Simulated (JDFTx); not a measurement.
# Ti (P6_3/mmc) in JDFTx: equation of state

How stiff is Ti in PBEsol, and what volume does it want? The cell is scaled to several volumes.

Program: JDFTx 1.7.0 (patched build). These are calculated values, not measurements. Logs are shortened: lines on timing, memory, paths and dates and some standing lists are left out, and cuts for length are marked. The log counts tension as positive stress, the text compression.

### 1 The crystal as given

Symmetry: P6_3/mmc, No. 194, hexagonal system. The conventional cell has a = 2.950 Å, b = 2.950 Å, c = 4.680 Å, α = 90.00°, β = 90.00°, γ = 120.00°. Ti (site symmetry -6m2) has 12 Ti at 2.89 to 2.95 Å as nearest neighbours.

### 2 Equation of state, PBEsol, 16.58 Å³/atom (volume scaled by 0.94)

The input, Ti.in:

```
lattice \
    5.4608909098    -2.7304454550     0.0000000000 \
    0.0000000000     4.7292702553     0.0000000000 \
    0.0000000000     0.0000000000     8.6633794773
coords-type Lattice
ion Ti     0.6666666667     0.3333333333     0.7500000000 1
ion Ti     0.3333333333     0.6666666667     0.2500000000 1

ion-species pseudo/Ti.upf
elec-cutoff 42 336
elec-ex-corr gga-PBEsol
kpoint-folding 10 10 6
elec-smearing Fermi 0.0018374661
elec-n-bands 18
electronic-SCF nIterations 100 energyDiffThreshold 1e-09
electronic-minimize nIterations 30 energyDiffThreshold 1e-7
forces-output-coords Cartesian

dump-name run.$VAR
dump End Ecomponents EigStats BandEigs Kpoints Forces Stress
```

Potentials or basis: PseudoDojo-SR-PBEsol-0.4.1-standard with smoothed tails.

Command:

```sh
$ jdftx -c 1 -i Ti.in -o Ti.out
```

The log of the run:

```text
*************** JDFTx 1.7.0 (patched build) ***************

Input parsed successfully to the following command list (including defaults):

basis kpoint-dependent
coords-type Lattice
core-overlap-check vector
coulomb-interaction Periodic
davidson-band-ratio 1.1
dump End Forces BandEigs EigStats Ecomponents Stress Kpoints
dump-name run.$VAR
elec-cutoff 42 336
elec-eigen-algo Davidson
elec-ex-corr gga-PBEsol
elec-n-bands 18 1
elec-smearing Fermi 0.00183747
electronic-minimize  \
	dirUpdateScheme      FletcherReeves \
	linminMethod         DirUpdateRecommended \
	nIterations          30 \
	history              15 \
	knormThreshold       0 \
	maxThreshold         no \
	energyDiffThreshold  1e-07 \
	nEnergyDiff          2 \
	convergeAll          no \
	alphaTstart          1 \
	alphaTmin            1e-10 \
	updateTestStepSize   yes \
	alphaTreduceFactor   0.1 \
	alphaTincreaseFactor 3 \
	nAlphaAdjustMax      3 \
	wolfeEnergy          0.0001 \
	wolfeGradient        0.9 \
	abortOnFailedStep    no \
	fdTest               no
electronic-scf  \
	nIterations	100 \
	energyDiffThreshold	1e-09 \
	residualThreshold	1e-07 \
	mixFraction	0.5 \
	qMetric	0.8 \
	history	10 \
	nEigSteps	2 \
	eigDiffThreshold	1e-08 \
	mixedVariable	Density \
	qKerker	0.8 \
	qKappa	-1 \
	verbose	no \
	mixFractionMag	1.5
exchange-regularization WignerSeitzTruncated
fluid None
fluid-ex-corr lda-TF lda-PZ
fluid-gummel-loop 10 1.000000e-05
fluid-minimize  \
	dirUpdateScheme      PolakRibiere \
	linminMethod         DirUpdateRecommended \
	nIterations          100 \
	history              15 \
	knormThreshold       0 \
	maxThreshold         no \
	energyDiffThreshold  0 \
	nEnergyDiff          2 \
	convergeAll          no \
	alphaTstart          1 \
	alphaTmin            1e-10 \
	updateTestStepSize   yes \
	alphaTreduceFactor   0.1 \
	alphaTincreaseFactor 3 \
	nAlphaAdjustMax      3 \
	wolfeEnergy          0.0001 \
	wolfeGradient        0.9 \
	abortOnFailedStep    no \
	fdTest               no
fluid-solvent H2O 55.338 ScalarEOS \
	epsBulk 78.4 \
	pMol 0.92466 \
	epsInf 1.77 \
	Pvap 1.06736e-10 \
	sigmaBulk 4.62e-05 \
	Rvdw 2.61727 \
	Res 1.42 \
	tauNuc 343133 \
	poleEl 15 7 1
forces-output-coords Cartesian
ion Ti   0.666666666700000   0.333333333300000   0.750000000000000 1
ion Ti   0.333333333300000   0.666666666700000   0.250000000000000 1
ion-species pseudo/Ti.upf
ion-width 0
ionic-minimize  \
	dirUpdateScheme      L-BFGS \
	linminMethod         DirUpdateRecommended \
	nIterations          0 \
	history              15 \
	knormThreshold       0.0001 \
	maxThreshold         no \
	energyDiffThreshold  1e-06 \
	nEnergyDiff          2 \
	convergeAll          no \
	alphaTstart          1 \
	alphaTmin            1e-10 \
	updateTestStepSize   yes \
	alphaTreduceFactor   0.1 \
	alphaTincreaseFactor 3 \
	nAlphaAdjustMax      3 \
	wolfeEnergy          0.0001 \
	wolfeGradient        0.9 \
	abortOnFailedStep    no \
	fdTest               no
kpoint   0.000000000000   0.000000000000   0.000000000000  1.00000000000000
kpoint-folding 10 10 6
latt-move-scale 1 1 1
latt-scale 1 1 1
lattice  \
	   5.460890909800000   -2.730445455000000    0.000000000000000  \
	   0.000000000000000    4.729270255300000    0.000000000000000  \
	   0.000000000000000    0.000000000000000    8.663379477299999
lattice-minimize  \
	dirUpdateScheme      L-BFGS \
	linminMethod         DirUpdateRecommended \
	nIterations          0 \
	history              15 \
	knormThreshold       0 \
	maxThreshold         no \
	energyDiffThreshold  1e-06 \
	nEnergyDiff          2 \
	convergeAll          no \
	alphaTstart          1 \
	alphaTmin            1e-10 \
	updateTestStepSize   yes \
	alphaTreduceFactor   0.1 \
	alphaTincreaseFactor 3 \
	nAlphaAdjustMax      3 \
	wolfeEnergy          0.0001 \
	wolfeGradient        0.9 \
	abortOnFailedStep    no \
	fdTest               no
lcao-params -1 1e-06 0.00183747
pcm-variant GLSSA13
perturb-minimize  \
	nIterations            0 \
	algorithm              MINRES \
	residualTol            0.0001 \
	residualDiffThreshold  0.0001 \
	CGBypass               no \
	recomputeResidual      no
spintype no-spin
subspace-rotation-factor 1 yes
symmetries automatic
symmetry-threshold 0.0001

---------- Setting up symmetries ----------

Found 24 point-group symmetries of the bravais lattice
Found 24 space-group symmetries with basis
Applied RMS atom displacement 3.15285e-10 bohrs to make symmetries exact.

---------- Initializing the Grid ----------
R =
[      5.46089     -2.73045            0  ]
[            0      4.72927            0  ]
[            0            0      8.66338  ]
unit cell volume = 223.741
G =
[    1.15058   0.664287         -0  ]
[          0    1.32857          0  ]
[          0         -0   0.725258  ]
Minimum fftbox size, Smin = [  48  48  72  ]
Chosen fftbox size, S = [  48  48  72  ]

---------- Initializing tighter grid for wavefunction operations ----------
R =
[      5.46089     -2.73045            0  ]
[            0      4.72927            0  ]
[            0            0      8.66338  ]
unit cell volume = 223.741
G =
[    1.15058   0.664287         -0  ]
[          0    1.32857          0  ]
[          0         -0   0.725258  ]
Minimum fftbox size, Smin = [  32  32  52  ]
Chosen fftbox size, S = [  32  32  54  ]

---------- Exchange Correlation functional ----------
Initalized PBEsol GGA exchange.
Initalized PBEsol GGA correlation.

---------- Setting up pseudopotentials ----------
Width of ionic core gaussian charges (only for fluid interactions / plotting) set to 0

Reading pseudopotential file 'pseudo/Ti.upf':
  'Ti' pseudopotential, 'PBESOL' functional
  Generated using ONCVPSP code by D. R. Hamann
  12 valence electrons, 4 orbitals, 6 projectors, 1001 radial grid points, with lMax = 2
    3S    l: 0   occupation:  2.0   eigenvalue: -2.295026
    3P    l: 1   occupation:  6.0   eigenvalue: -1.424955
    3D    l: 2   occupation:  2.0   eigenvalue: -0.157121
    4S    l: 0   occupation:  2.0   eigenvalue: -0.164537
  Core radius for overlap checks: 1.61 bohrs.

Initialized 1 species with 2 total atoms.

Folded 1 k-points by 10x10x6 to 600 k-points.

---------- Setting up k-points, bands, fillings ----------
Reduced to 56 k-points under symmetry.
Computing the number of bands and number of electrons
Calculating initial fillings.
nElectrons:  24.000000   nBands: 18   nStates: 56

----- Setting up reduced wavefunction bases (one per k-point) -----
average nbasis = 2908.282 , ideal nbasis = 2908.794

---------- Setting up ewald sum ----------
Optimum gaussian width for ewald sums = 2.157678 bohr.
Real space sum over 1521 unit cells with max indices [  6  6  4  ]
Reciprocal space sum over 2057 terms with max indices [  5  5  8  ]

---------- Allocating electronic variables ----------
Initializing wave functions:  linear combination of atomic orbitals
Ti pseudo-atom occupations:   s ( 2 2 )  p ( 6 )  d ( 2 )
	FillingsUpdate:  mu: +0.580908159  nElectrons: 24.000000
LCAOMinimize: Iter:   0  F: -116.4683853645884000  |grad|_K:  5.154e-04  alpha:  1.000e+00
	FillingsUpdate:  mu: +0.572921055  nElectrons: 24.000000
LCAOMinimize: Iter:   1  F: -116.4707174313323037  |grad|_K:  7.573e-06  alpha:  7.197e-01  linmin: -6.364e-02  cgtest:  3.712e-01
LCAOMinimize: Encountered beta<0, resetting CG.
	FillingsUpdate:  mu: +0.572872023  nElectrons: 24.000000
LCAOMinimize: Iter:   2  F: -116.4707180893863097  |grad|_K:  7.142e-07  alpha:  9.291e-01  linmin: -1.105e-03  cgtest:  2.171e-03
	FillingsUpdate:  mu: +0.572882470  nElectrons: 24.000000
LCAOMinimize: Iter:   3  F: -116.4707180941547477  |grad|_K:  3.313e-08  alpha:  7.570e-01  linmin:  1.497e-03  cgtest: -1.226e-02
LCAOMinimize: Converged (|Delta F|<1.000000e-06 for 2 iters).

-------- Electronic minimization -----------
Will mix electronic density at each iteration.
	FillingsUpdate:  mu: +0.572882470  nElectrons: 24.000000
	FillingsUpdate:  mu: +0.551364093  nElectrons: 24.000000
SCF: Cycle:  0   F: -116.540825668233524   dF: -7.011e-02   |Residual|: 1.864e-01   |deigs|: 1.359e-02
	FillingsUpdate:  mu: +0.525919978  nElectrons: 24.000000
SCF: Cycle:  1   F: -116.566483955562745   dF: -2.566e-02   |Residual|: 6.868e-02   |deigs|: 4.265e-02
	FillingsUpdate:  mu: +0.511466966  nElectrons: 24.000000
SCF: Cycle:  2   F: -116.572487844817871   dF: -6.004e-03   |Residual|: 3.186e-02   |deigs|: 2.441e-02
	FillingsUpdate:  mu: +0.519629589  nElectrons: 24.000000
SCF: Cycle:  3   F: -116.572534235942342   dF: -4.639e-05   |Residual|: 2.493e-02   |deigs|: 1.465e-02
	FillingsUpdate:  mu: +0.515240514  nElectrons: 24.000000
SCF: Cycle:  4   F: -116.573140527036543   dF: -6.063e-04   |Residual|: 2.522e-03   |deigs|: 7.508e-03
	FillingsUpdate:  mu: +0.515100068  nElectrons: 24.000000
SCF: Cycle:  5   F: -116.573167000040570   dF: -2.647e-05   |Residual|: 5.864e-04   |deigs|: 2.721e-04
	FillingsUpdate:  mu: +0.515364508  nElectrons: 24.000000
SCF: Cycle:  6   F: -116.573173440851718   dF: -6.441e-06   |Residual|: 6.075e-04   |deigs|: 4.606e-04
	FillingsUpdate:  mu: +0.515242260  nElectrons: 24.000000
SCF: Cycle:  7   F: -116.573177639239859   dF: -4.198e-06   |Residual|: 3.246e-04   |deigs|: 2.058e-04
	FillingsUpdate:  mu: +0.515256997  nElectrons: 24.000000
SCF: Cycle:  8   F: -116.573180093323970   dF: -2.454e-06   |Residual|: 3.838e-04   |deigs|: 2.650e-05
	FillingsUpdate:  mu: +0.515313292  nElectrons: 24.000000
SCF: Cycle:  9   F: -116.573181587926967   dF: -1.495e-06   |Residual|: 1.939e-04   |deigs|: 9.891e-05
	FillingsUpdate:  mu: +0.515324894  nElectrons: 24.000000
[... 27 lines left out ...]
	FillingsUpdate:  mu: +0.515379657  nElectrons: 24.000000
SCF: Cycle: 24   F: -116.573185057927645   dF: -1.122e-08   |Residual|: 1.128e-04   |deigs|: 5.479e-06
	FillingsUpdate:  mu: +0.515382325  nElectrons: 24.000000
SCF: Cycle: 25   F: -116.573185065785992   dF: -7.858e-09   |Residual|: 6.302e-05   |deigs|: 5.686e-06
	FillingsUpdate:  mu: +0.515385876  nElectrons: 24.000000
SCF: Cycle: 26   F: -116.573185071679688   dF: -5.894e-09   |Residual|: 3.085e-05   |deigs|: 7.927e-06
	FillingsUpdate:  mu: +0.515385152  nElectrons: 24.000000
SCF: Cycle: 27   F: -116.573185074617768   dF: -2.938e-09   |Residual|: 2.414e-05   |deigs|: 1.631e-06
	FillingsUpdate:  mu: +0.515385941  nElectrons: 24.000000
SCF: Cycle: 28   F: -116.573185076974710   dF: -2.357e-09   |Residual|: 2.564e-05   |deigs|: 1.364e-06
	FillingsUpdate:  mu: +0.515382330  nElectrons: 24.000000
SCF: Cycle: 29   F: -116.573185078471326   dF: -1.497e-09   |Residual|: 1.595e-05   |deigs|: 7.103e-06
	FillingsUpdate:  mu: +0.515383961  nElectrons: 24.000000
SCF: Cycle: 30   F: -116.573185079700494   dF: -1.229e-09   |Residual|: 5.559e-06   |deigs|: 2.971e-06
	FillingsUpdate:  mu: +0.515384533  nElectrons: 24.000000
SCF: Cycle: 31   F: -116.573185080386381   dF: -6.859e-10   |Residual|: 2.047e-06   |deigs|: 1.175e-06
	FillingsUpdate:  mu: +0.515384397  nElectrons: 24.000000
SCF: Cycle: 32   F: -116.573185081071912   dF: -6.855e-10   |Residual|: 1.128e-06   |deigs|: 4.547e-07
SCF: Converged (|Delta E|<1.000000e-09 for 2 iters).

Setting wave functions to eigenvectors of Hamiltonian

# Stress tensor in Cartesian coordinates [Eh/a0^3]:
[ -4.60153e-05            0            0  ]
[            0 -4.60153e-05            0  ]
[            0            0 -2.55345e-05  ]

# Ionic positions in lattice coordinates:
ion Ti   0.666666666666667   0.333333333333333   0.750000000000000 1
ion Ti   0.333333333333333   0.666666666666667   0.250000000000000 1

# Forces in Cartesian coordinates:
force Ti   0.000000000000000   0.000000000000000   0.000000000000000 1
force Ti   0.000000000000000   0.000000000000000   0.000000000000000 1

# Energy components:
   Eewald =      -86.3028152840908547
       EH =       23.5274816007419929
     Eloc =      -86.4342637216012264
      Enl =        0.9240542191459955
      Exc =      -17.3035115931715673
 Exc_core =        2.0286086137703370
       KE =       46.9879702075493313
-------------------------------------
     Etot =     -116.5724759576560245
       TS =        0.0007091234158903
-------------------------------------
        F =     -116.5731850810719124

IonicMinimize: Iter:   0  F: -116.573185081071912  |grad|_K:       -nan
IonicMinimize: None of the convergence criteria satisfied after 0 iterations.

#--- Lowdin population analysis ---
# oxidation-state Ti +0.120 +0.120

Dumping 'run.eigStats' ...
	eMin: -1.561207 at state 0 ( [ +0.000000 +0.000000 +0.000000 ] spin 0 )
	HOMO: +0.514963 at state 47 ( [ +0.200000 +0.300000 +0.500000 ] spin 0 )
	mu  : +0.515384
	LUMO: +0.515886 at state 5 ( [ +0.000000 +0.100000 +0.166667 ] spin 0 )
	eMax: +0.657166 at state 46 ( [ +0.200000 +0.300000 +0.333333 ] spin 0 )
	HOMO-LUMO gap: +0.000923
	Optical gap  : +0.006429 at state 54 ( [ +0.300000 +0.300000 +0.333333 ] spin 0 )
Done!
```

Wall time 89 s (1 thread of Intel Xeon 6975P-C (Granite Rapids), shared host); peak memory 0.19 GiB.

What came out:

```yaml
Free_energy: -3172.1180 eV
Pressure: 1.2 GPa
Band_gap_on_the_k_mesh: none (metal or under the smearing width)
```

### 3 Equation of state, PBEsol, 16.93 Å³/atom (volume scaled by 0.96)

Changes to Ti.in since step 2:

```diff
@@ -1,5 +1,5 @@
 lattice \
-    5.4608909098    -2.7304454550     0.0000000000 \
-    0.0000000000     4.7292702553     0.0000000000 \
-    0.0000000000     0.0000000000     8.6633794773
+    5.4993491551    -2.7496745777     0.0000000000 \
+    0.0000000000     4.7625760728     0.0000000000 \
+    0.0000000000     0.0000000000     8.7243912020
 coords-type Lattice
```

Potentials or basis: PseudoDojo-SR-PBEsol-0.4.1-standard with smoothed tails.

Command:

```sh
$ jdftx -c 1 -i Ti.in -o Ti.out
```

Wall time 2.2 min (1 thread of Intel Xeon 6975P-C (Granite Rapids), shared host); peak memory 0.2 GiB.

Results (log left out):

```
Free energy            : -3172.1176 eV
Pressure               : -1.3 GPa
Band gap on the k mesh : none (metal or under the smearing width)
```

### 4 Equation of state, PBEsol, 17.28 Å³/atom (volume scaled by 0.98)

Changes to Ti.in since step 3:

```diff
@@ -1,5 +1,5 @@
 lattice \
-    5.4993491551    -2.7496745777     0.0000000000 \
-    0.0000000000     4.7625760728     0.0000000000 \
-    0.0000000000     0.0000000000     8.7243912020
+    5.5372768995    -2.7686384499     0.0000000000 \
+    0.0000000000     4.7954224629     0.0000000000 \
+    0.0000000000     0.0000000000     8.7845613186
 coords-type Lattice
```

Command:

```sh
$ jdftx -c 1 -i Ti.in -o Ti.out
```

Run time: 2.2 min. Hardware: 1 thread of Intel Xeon 6975P-C (Granite Rapids), shared host; peak memory 0.21 GiB.

Results (log left out):

```
Free energy            : -3172.1067 eV
Pressure               : -3.6 GPa
Band gap on the k mesh : none (metal or under the smearing width)
```

### 5 Equation of state, PBEsol, 17.64 Å³/atom

Changes to Ti.in since step 4:

```diff
@@ -1,5 +1,5 @@
 lattice \
-    5.5372768995    -2.7686384499     0.0000000000 \
-    0.0000000000     4.7954224629     0.0000000000 \
-    0.0000000000     0.0000000000     8.7845613186
+    5.5746920676    -2.7873460338     0.0000000000 \
+    0.0000000000     4.8278249489     0.0000000000 \
+    0.0000000000     0.0000000000     8.8439182632
 coords-type Lattice
```

Command:

```sh
$ jdftx -c 1 -i Ti.in -o Ti.out
```

It took 2.4 min on 1 thread of Intel Xeon 6975P-C (Granite Rapids), shared host; peak memory 0.2 GiB.

The run converged. Its results:

| Property | Result |
| --- | --- |
| Free energy | -3172.0864 eV |
| Pressure | -5.7 GPa |
| Band gap on the k mesh | none (metal or under the smearing width) |

### 6 Equation of state, PBEsol, 17.99 Å³/atom (volume scaled by 1.02)

Changes to Ti.in since step 5:

```diff
@@ -1,5 +1,5 @@
 lattice \
-    5.5746920676    -2.7873460338     0.0000000000 \
-    0.0000000000     4.8278249489     0.0000000000 \
-    0.0000000000     0.0000000000     8.8439182632
+    5.6116116341    -2.8058058170     0.0000000000 \
+    0.0000000000     4.8597982313     0.0000000000 \
+    0.0000000000     0.0000000000     8.9024889652
 coords-type Lattice
```

Potentials or basis: PseudoDojo-SR-PBEsol-0.4.1-standard with smoothed tails.

Command:

```sh
$ jdftx -c 1 -i Ti.in -o Ti.out
```

It took 2.3 min on 1 thread of Intel Xeon 6975P-C (Granite Rapids), shared host; peak memory 0.21 GiB.

The run converged. Its results:

```
Free energy            : -3172.0574 eV
Pressure               : -7.5 GPa
Band gap on the k mesh : none (metal or under the smearing width)
```

### 7 Equation of state, PBEsol, 18.34 Å³/atom (volume scaled by 1.04)

Changes to Ti.in since step 6:

```diff
@@ -1,5 +1,5 @@
 lattice \
-    5.6116116341    -2.8058058170     0.0000000000 \
-    0.0000000000     4.8597982313     0.0000000000 \
-    0.0000000000     0.0000000000     8.9024889652
+    5.6480516918    -2.8240258458     0.0000000000 \
+    0.0000000000     4.8913562470     0.0000000000 \
+    0.0000000000     0.0000000000     8.9602989551
 coords-type Lattice
```

Command:

```sh
$ jdftx -c 1 -i Ti.in -o Ti.out
```

Wall time 2.3 min (1 thread of Intel Xeon 6975P-C (Granite Rapids), shared host); peak memory 0.22 GiB.

Results (log left out):

```
Free energy            : -3172.0204 eV
Pressure               : -9.2 GPa
Band gap on the k mesh : none (metal or under the smearing width)
```

(Part 1 of 2 ends here.)
